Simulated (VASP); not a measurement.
# SnTe (Pm-3m) in VASP: notebook, part 2 of 2

VASP 6.6.1. The steps go on from the part before.

## Step 4: Single point, r2SCAN

Contents of INCAR:

```
ALGO     = Normal         # electronic algorithm
EDIFF    = 1E-6           # SCF threshold, eV
ENCUT    = 520            # plane-wave cutoff, eV
ISIF     = 2              # what is computed and relaxed
ISMEAR   = -1             # smearing method
LASPH    = T              # aspherical terms in the spheres
LCHARG   = F              # write CHGCAR
LMIXTAU  = T            
LREAL    = F              # projectors in reciprocal space
LWAVE    = F              # write WAVECAR
METAGGA  = R2SCAN         # meta-GGA
NBANDS   = 17             # bands
NELM     = 100            # most SCF steps
PREC     = Accurate       # precision mode
SIGMA    = 0.05           # smearing width, eV
```

Contents of KPOINTS:

```
k-points
0
Gamma
  7 7 7
```

Contents of POSCAR:

```
SnTe
1.0
    3.9047000000      0.0000000000      0.0000000000
    0.0000000000      3.9047000000      0.0000000000
    0.0000000000      0.0000000000      3.9047000000
Te Sn
1 1
Direct
    0.5000000000      0.5000000000      0.5000000000
    0.0000000000      0.0000000000      0.0000000000
```

Potentials or basis: VASP PAW PBE potentials, release 64 (Te, Sn_d).

The run is started by

```bash
> cat potpaw_PBE.64/Te/POTCAR potpaw_PBE.64/Sn_d/POTCAR > POTCAR
> mpirun -np 1 vasp_std > vasp.out
```

OUTCAR:

```text
EDIFF = 1E-6
   ENCUT = 520
   ISIF = 2
   ISMEAR = -1
   LASPH = T
   LREAL = F
   METAGGA = R2SCAN
   NELM = 100
   PREC = Accurate

 ion  position               nearest neighbor table
   1  0.500  0.500  0.500-   2 3.38   2 3.38   2 3.38   2 3.38   2 3.38   2 3.38   2 3.38   2 3.38

   2  0.000  0.000  0.000-   1 3.38   1 3.38   1 3.38   1 3.38   1 3.38   1 3.38   1 3.38   1 3.38

  LATTYP: Found a simple cubic cell.
 ALAT       =     3.9047000000

  Lattice vectors:

 A1 = (   3.9047000000,   0.0000000000,   0.0000000000)
 A2 = (   0.0000000000,   3.9047000000,   0.0000000000)
 A3 = (   0.0000000000,   0.0000000000,   3.9047000000)

Analysis of symmetry for initial positions (statically):
=====================================================================
 Subroutine PRICEL returns:
 Original cell was already a primitive cell.

 Routine SETGRP: Setting up the symmetry group for a
 simple cubic supercell.

 Subroutine GETGRP returns: Found 48 space group operations
 (whereof 48 operations were pure point group operations)
 out of a pool of 48 trial point group operations.

The static configuration has the point symmetry O_h .

Analysis of symmetry for dynamics (positions and initial velocities):
=====================================================================
 Subroutine PRICEL returns:
 Original cell was already a primitive cell.

 Routine SETGRP: Setting up the symmetry group for a
 simple cubic supercell.

 Subroutine GETGRP returns: Found 48 space group operations
 (whereof 48 operations were pure point group operations)
 out of a pool of 48 trial point group operations.

The dynamic configuration has the point symmetry O_h .

 Subroutine INISYM returns: Found 48 space group operations
 (whereof 48 operations are pure point group operations),
 and found     1 'primitive' translations

----------------------------------------------------------------------------------------

                                     Primitive cell

  volume of cell :      59.5337

  direct lattice vectors                    reciprocal lattice vectors
     3.904700000  0.000000000  0.000000000     0.256101621  0.000000000  0.000000000
     0.000000000  3.904700000  0.000000000     0.000000000  0.256101621  0.000000000
     0.000000000  0.000000000  3.904700000     0.000000000  0.000000000  0.256101621

  length of vectors
     3.904700000  3.904700000  3.904700000     0.256101621  0.256101621  0.256101621

  position of ions in fractional coordinates (direct lattice)
     0.500000000  0.500000000  0.500000000
     0.000000000  0.000000000  0.000000000

  ion indices of the primitive-cell ions
   primitive index   ion index
                 1           1
                 2           2

----------------------------------------------------------------------------------------

 KPOINTS: k-points

Automatic generation of k-mesh.
 Grid dimensions read from file:
 generate k-points for:    7    7    7

 Generating k-lattice:

  Cartesian coordinates                     Fractional coordinates (reciprocal lattice)
     0.036585946  0.000000000  0.000000000     0.142857143  0.000000000  0.000000000
     0.000000000  0.036585946  0.000000000     0.000000000  0.142857143  0.000000000
     0.000000000  0.000000000  0.036585946     0.000000000  0.000000000  0.142857143

  Length of vectors
     0.036585946  0.036585946  0.036585946

  Shift w.r.t. Gamma in fractional coordinates (k-lattice)
     0.000000000  0.000000000  0.000000000

 Subroutine IBZKPT returns following result:
 ===========================================

 Found     20 irreducible k-points:

 Following reciprocal coordinates:
            Coordinates               Weight
  0.000000  0.000000  0.000000      1.000000
  0.142857  0.000000  0.000000      6.000000
  0.285714  0.000000  0.000000      6.000000
  0.428571  0.000000  0.000000      6.000000
  0.142857  0.142857  0.000000     12.000000
  0.285714  0.142857  0.000000     24.000000
[... 12 lines left out ...]
  0.428571  0.428571  0.285714     24.000000
  0.428571  0.428571  0.428571      8.000000
   k-points           NKPTS =     20   k-points in BZ     NKDIM =     20   number of bands    NBANDS=     17
   number of dos      NEDOS =    301   number of ions     NIONS =      2
   total plane-waves  NPLWV =  27000
   dimension x,y,z NGX =    30 NGY =   30 NGZ =   30
   dimension x,y,z NGXF=    60 NGYF=   60 NGZF=   60
   ions per type =               1   1
   NGX,Y,Z   is equivalent  to a cutoff of  12.77, 12.77, 12.77 a.u.
   NGXF,Y,Z  is equivalent  to a cutoff of  25.55, 25.55, 25.55 a.u.
 SYSTEM =  unknown system
   PREC   = accura    normal or accurate (medium, high low for compatibility)
   ISTART =      0    job   : 0-new  1-cont  2-samecut
   ICHARG =      2    charge: 1-file 2-atom 10-const
   ISPIN  =      1    spin polarized calculation?
   LNONCOLLINEAR =      F non collinear calculations
   LSORBIT =      F    spin-orbit coupling
   LASPH  =      T    aspherical Exc in radial PAW
   ENCUT  =  520.0 eV  38.22 Ry    6.18 a.u.   7.26  7.26  7.26*2*pi/ulx,y,z
   NELM   =    100;   NELMIN=  2; NELMDL= -5     # of ELM steps
   EDIFF  = 0.1E-05   stopping-criterion for ELM
   LREAL  =      F    real-space projection
   EDIFFG = 0.1E-04   stopping-criterion for IOM
   NSW    =      0    number of steps for IOM
   IBRION =     -1    ionic relax: 0-MD 1-quasi-New 2-CG
   NFREE  =      0    steps in history (QN), initial steepest desc. (CG)
   ISIF   =      2    stress and relaxation
   ISYM   =      2    0-nonsym 1-usesym 2-fastsym
   POTIM  = 0.5000    time-step for ionic-motion
   TEBEG  =    0.0;   TEEND  =   0.0 temperature during run
   PSTRESS=    0.0 pullay stress
   NELECT =      20.0000    total number of electrons
   NUPDOWN=      -1.0000    fix difference up-down
   EMIN   =  10.00;   EMAX   =-10.00  energy-range for DOS
   EFERMI =   0.00;   METHOD = LEGACY
   ISMEAR =    -1;   SIGMA  =   0.05  broadening in eV -4-tet -1-fermi 0-gaus
   EFERMI_NEDOS =   21; number of points for ismear=-14 and -15
   IALGO  =     38    algorithm
   IMIX   =      4    mixing-type and parameters
     AMIX     =   0.40;   BMIX     =  1.00
     AMIX_MAG =   1.60;   BMIX_MAG =  1.00
  volume/ion in A,a.u.               =      29.77       200.88
  Fermi-wavevector in a.u.,A,eV,Ry     =   1.138057  2.150615 17.621893  1.295173
  Thomas-Fermi vector in A             =   2.274761
   LORBIT       =      0    0 simple, 1 ext, 2 COOP (PROOUT), +10 PAW based schemes
   METAGGA = R2SCAN    functional components
   LHFCALC =     F    Hartree Fock is set to
   AEXX    =    0.0000 exact exchange contribution
   IVDW    =     0    specifies the selected vdW correction
   LEPSILON=     F    determine dielectric tensor
   LRPA    =     F    only Hartree local field effects (RPA)
 non-spin polarized calculation
  energy-cutoff  :      520.00
  volume of cell :       59.53
 maximum number of plane-waves:      1614
 NGX is ok and might be reduce to    30
   NGX = 15   NGY = 15   NGZ = 15

 number of electron      19.9999983 magnetization

 Free energy of the ion-electron system (eV)
  ---------------------------------------------------
  ext. energy  EPLUGINS =         0.00000000
  ---------------------------------------------------
  free energy    TOTEN  =       -50.05684576 eV

  energy without entropy =      -50.03776914  energy(sigma->0) =      -50.04730745

 E-fermi :   6.9335     XC(G=0): -10.4572

 val. band max:        6.9204262372   @ k =   0.4286   0.2857   0.2857
 cond. band min:       6.9954888423   @ k =   0.4286   0.4286   0.4286
 fundamental gap:      0.0750626052
 Fermi energy:         6.9334891374

 k-point     1 :       0.0000    0.0000    0.0000
  band No.  band energies     occupation
      1     -15.4045      2.00000
      2     -15.4045      2.00000
      3     -15.3667      2.00000
      4     -15.3667      2.00000
      5     -15.3667      2.00000
      6      -5.8825      2.00000
[... 9 lines left out ...]
     16      18.2199      0.00000
     17      18.2199      0.00000
[... 361 lines left out ...]
 k-point    20 :       0.4286    0.4286    0.4286
  band No.  band energies     occupation
      1     -15.3892      2.00000
      2     -15.3888      2.00000
      3     -15.3888      2.00000
      4     -15.3547      2.00000
      5     -15.3547      2.00000
      6      -3.3312      2.00000
[... 9 lines left out ...]
     16      20.5900      0.00000
     17      22.3174      0.00000

------------------------ aborting loop because EDIFF is reached ----------------------------------------

  FORCE on cell =-STRESS in cart. coord.  units (eV):
  Direction    XX          YY          ZZ          XY          YZ          ZX
  --------------------------------------------------------------------------------------
  -------------------------------------------------------------------------------------
  Total       -0.4565826     -0.4565826     -0.4565826      0.0000000      0.0000000     -0.0000000
  in kB      -12.2875965    -12.2875965    -12.2875965      0.0000000      0.0000000     -0.0000000
  external PRESSURE =     -12.2875965 kB  Pullay stress =       0.0000000 kB

 VOLUME and BASIS-vectors are now :
 -----------------------------------------------------------------------------
  energy-cutoff  :      520.00
  volume of cell :       59.53
      direct lattice vectors                 reciprocal lattice vectors
     3.904700000  0.000000000  0.000000000     0.256101621  0.000000000  0.000000000
     0.000000000  3.904700000  0.000000000     0.000000000  0.256101621  0.000000000
     0.000000000  0.000000000  3.904700000     0.000000000  0.000000000  0.256101621

 POSITION                                       TOTAL-FORCE (eV/Angst)
 -----------------------------------------------------------------------------------
      1.95235      1.95235      1.95235         0.000000      0.000000      0.000000
      0.00000      0.00000      0.00000         0.000000      0.000000      0.000000
 -----------------------------------------------------------------------------------
    total drift:                               -0.000000     -0.000000     -0.000000

  FREE ENERGIE OF THE ION-ELECTRON SYSTEM (eV)
  ---------------------------------------------------
  free  energy   TOTEN  =       -50.0568457581 eV

  energy  without entropy=      -50.0377691366  energy(sigma->0) =      -50.04730745
```

Wall time 60 s (1 thread of AMD EPYC 9R45 (Zen 5), shared host); peak memory 0.15 GiB.

What came out:

* Free energy: -50.0568 eV
* Pressure: -1.2 GPa
* Band gap on the k mesh: none (metal or under the smearing width)

Caveat: the PAW data sets were made with another functional, which shifts forces and pressure a little. Spin-orbit coupling is left out, which matters for the levels of Te.

## Step 5: Single point, PBE

Contents of INCAR:

```
  ALGO = Fast
  EDIFF = 1E-7
  ENCUT = 500
  GGA = PE
  ISIF = 2
  ISMEAR = 0
  LASPH = T
  LCHARG = F
  LREAL = F
  LWAVE = F
  NBANDS = 17
  NELM = 80
  PREC = Accurate
  SIGMA = 0.02
```

Contents of KPOINTS:

```
k-points
0
Gamma
  4 4 4
```

POSCAR is that of step 4.

Potentials or basis: VASP PAW PBE potentials, release 64 (Te_GW, Sn_d_GW).

The run is started by

```bash
> cat potpaw_PBE.64/Te_GW/POTCAR potpaw_PBE.64/Sn_d_GW/POTCAR > POTCAR
> mpirun -np 1 vasp_std > vasp.out
```

It took 19 s on 1 thread of Intel Xeon Platinum 8488C (Sapphire Rapids), shared host; peak memory 0.16 GiB.

It converged, with:

| Property | Result |
| --- | --- |
| Free energy | -6.9048 eV |
| Pressure | -0.7 GPa |
| Band gap on the k mesh | none (metal or under the smearing width) |

Levels at points of the mesh, in eV from the Fermi level:
| k point | band 8 | band 9 | band 10 | band 11 | band 12 | band 13 |
| --- | --- | --- | --- | --- | --- | --- |
| (0.00, 0.00, 0.00) | -1.70 | -1.70 | -1.70 | 3.65 | 3.65 | 5.40 |
| (0.50, 0.00, 0.00) | -0.24 | -0.24 | 0.03 | 0.25 | 2.25 | 2.25 |
| (0.50, 0.50, 0.00) | -4.72 | -4.72 | 0.29 | 3.46 | 3.84 | 3.84 |
| (0.50, 0.50, 0.50) | -2.84 | -2.84 | -2.84 | -1.23 | -1.23 | -1.23 |

Caveat: the k mesh is coarse (spacing up to 0.40 Å⁻¹), so the values aren't converged. The run has no spin-orbit coupling, so splittings on Te are missing.

## Step 6: The reference run

An earlier run on the cell as given: functional PBE; potentials or basis VASP PAW PBE potentials, release 64 (Te, Sn_d); cutoff 520 eV; k mesh 7 × 7 × 7; occupations fermi-dirac, width 0.05 eV; no spin polarisation.

- Pressure: -1.1 GPa
- Band gap on the k mesh: none (metal or under the smearing width)

## Step 7: The runs side by side

| task | level | potentials or basis | cell | k mesh | cutoff (eV) | smearing | mesh quality | gap on the mesh (eV) | pressure (GPa) |
| --- | --- | --- | --- | --- | --- | --- | --- | --- | --- |
| single point | PBE | VASP PAW PBE potentials, release 64 (Te_GW, Sn_d_GW) | as given | 5 × 5 × 5 | 500 | gaussian 0.02 eV | not flagged | none | -0.5 |
| relaxation of the atoms | r2SCAN | VASP PAW PBE potentials, release 64 (Te, Sn_d) | atoms relaxed from: atoms moved at random, drawn with an rms of 0.15 Å | 5 × 5 × 5 | 520 | gaussian 0.05 eV | not flagged | none | 3.0 |
| single point | r2SCAN | VASP PAW PBE potentials, release 64 (Te, Sn_d) | as given | 7 × 7 × 7 | 520 | fermi-dirac 0.05 eV | not flagged | none | -1.2 |
| single point | PBE | VASP PAW PBE potentials, release 64 (Te_GW, Sn_d_GW) | as given | 4 × 4 × 4 | 500 | gaussian 0.02 eV | coarse | none | -0.7 |
| single point | PBE | VASP PAW PBE potentials, release 64 (Te, Sn_d) | as given | 7 × 7 × 7 | 520 | fermi-dirac 0.05 eV | not flagged | none | -1.1 |

Alike in all rows: no spin polarisation.

Caveats: some runs use coarse meshes; the PAW data sets were made with another functional, which shifts forces and pressure a little (some runs).

Absolute energies hang on the potentials; compare differences alone.
